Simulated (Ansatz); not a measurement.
Input of an Ansatz 0.2.0 run:

Contents of input.yaml:

```yaml
crystal:
  lattice:
    - [0.0, 2.9165, 2.9165]
    - [2.9165, 0.0, 2.9165]
    - [2.9165, 2.9165, 0.0]
  atoms:
    - { symbol: Cd, position: [0.0, 0.0, 0.0] }
    - { symbol: S, position: [0.75, 0.75, 0.75] }
kpoints:
  mp_grid: { grid: [8, 8, 8] }
scf:
  occupations: { method: fermi_dirac, width: 0.05 }
hamiltonian:
  xc: revpbe
  dispersion: d3bj
  pseudopotentials: { kind: all_electron, lapw: { basis_error: 0.001 } }
output:
  forces: true
  stress: true
relax:
  f_tol: 0.005
  max_steps: 60
  cell: {}
```

Potentials or basis: all-electron LAPW, scalar-relativistic.

Run with:

```sh
$ ansatz run input.yaml --threads 1 --pin off --max-ram 3072MiB --backend cpu --events-out ev --progress --plain --runs-dir out
```

(1) What does it give for the band gap on the k mesh?

(2) What does it give for the relaxed volume?

(3) Estimate the relaxed cell.

Answers

(1) 1.28 eV.

(2) 24.85 Å³/atom.

(3) a = 4.127 Å, b = 4.127 Å, c = 4.127 Å, α = 60.00°, β = 60.00°, γ = 60.00°.
